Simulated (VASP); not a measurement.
Input of a VASP 6.6.1 run:

The input INCAR:

```
PREC     = Accurate       # precision mode
ENCUT    = 900            # plane-wave cutoff, eV
EDIFF    = 1E-6           # SCF threshold, eV
ISMEAR   = 0              # smearing method
SIGMA    = 0.1            # smearing width, eV
LREAL    = False          # projectors in reciprocal space
LASPH    = True           # aspherical terms in the spheres
NELM     = 150            # most SCF steps
ALGO     = Normal         # electronic algorithm
ISIF     = 2              # what is computed and relaxed
LWAVE    = False          # write WAVECAR
LCHARG   = False          # write CHGCAR
ISPIN    = 2              # spin polarisation
MAGMOM   = 1              # initial moments
LORBIT   = 11             # projections on sites
LMAXMIX  = 4              # l up to which the mixer works
GGA      = PS             # functional
NBANDS   = 15             # bands
```

File KPOINTS:

```
Automatic mesh
0
Gamma
  20 20 20
```

POSCAR

```
Ni
1.0
   -1.3777400000      1.3777400000      1.3777400000
    1.3777400000     -1.3777400000      1.3777400000
    1.3777400000      1.3777400000     -1.3777400000
Ni
1
Direct
    0.0000000000      0.0000000000      0.0000000000
```

Potentials or basis: VASP PAW PBE potentials, release 64 (Ni).

Command:

```sh
$ cat potpaw_PBE.64/Ni/POTCAR > POTCAR
$ mpirun -np 1 vasp_std > vasp.out
```

Task: Predict the site moments.

Result: Ni +0.54 μB.

Task: What does it give for the net moment?

Result: 0.54 μB per cell.
